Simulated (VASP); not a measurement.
Write the native input for VASP 6.6.1 that does the following.

```
Task                   : single point
Functional             : PBE
Potentials or basis    : VASP PAW PBE potentials, release 64 (Cu, O)
Cutoff                 : 520 eV
k mesh                 : 8 × 8 × 5
Occupations            : gaussian, width 0.02 eV
Spin                   : no spin polarisation
Dipole correction      : no
Further INCAR settings : ALGO = Normal; EDIFF = 1e-06; NBANDS = 25
```

The structure of CuO lies in POSCAR:

```
CuO
1.0
    2.3420000000     -1.7115000000      0.0000000000
    2.3420000000      1.7115000000      0.0000000000
   -0.8500605740      0.0000000000      5.0580666287
Cu O
2 2
Direct
    0.0000000000      0.5000000000      0.0000000000
    0.5000000000      0.0000000000      0.5000000000
    0.5816000000      0.4184000000      0.2500000000
    0.4184000000      0.5816000000      0.7500000000
```

The input as run:

INCAR

```
SYSTEM = CuO
  PREC = Accurate
  ENCUT = 520
  EDIFF = 1E-6
  ISMEAR = 0
  SIGMA = 0.02
  LREAL = .False.
  LASPH = .True.
  NELM = 80
  ALGO = Normal
  ISIF = 2
  LWAVE = .False.
  LCHARG = .False.
  GGA = PE
  NBANDS = 25
```

KPOINTS

```
regular mesh
0
Gamma
  8 8 5
  0 0 0
```

Potentials or basis: VASP PAW PBE potentials, release 64 (Cu, O).

Command:

```sh
$ cat potpaw_PBE.64/Cu/POTCAR potpaw_PBE.64/O/POTCAR > POTCAR
$ mpirun -np 1 vasp_std > vasp.out
```

It gave:

```yaml
Pressure: 6.4 GPa
Largest_force: 0.221 eV/Å
Band_gap_on_the_k_mesh: none (metal or under the smearing width)
```

Caveat: the run has no spin polarisation, though such a crystal can be magnetic; semilocal functionals often make such compounds metallic where correlation or magnetic order opens a gap, which also shifts bond lengths.

Run time: 33 s on 1 thread of Intel(R) Xeon(R) 6975P-C (Granite Rapids), on a shared host, peak memory 0.21 GiB.
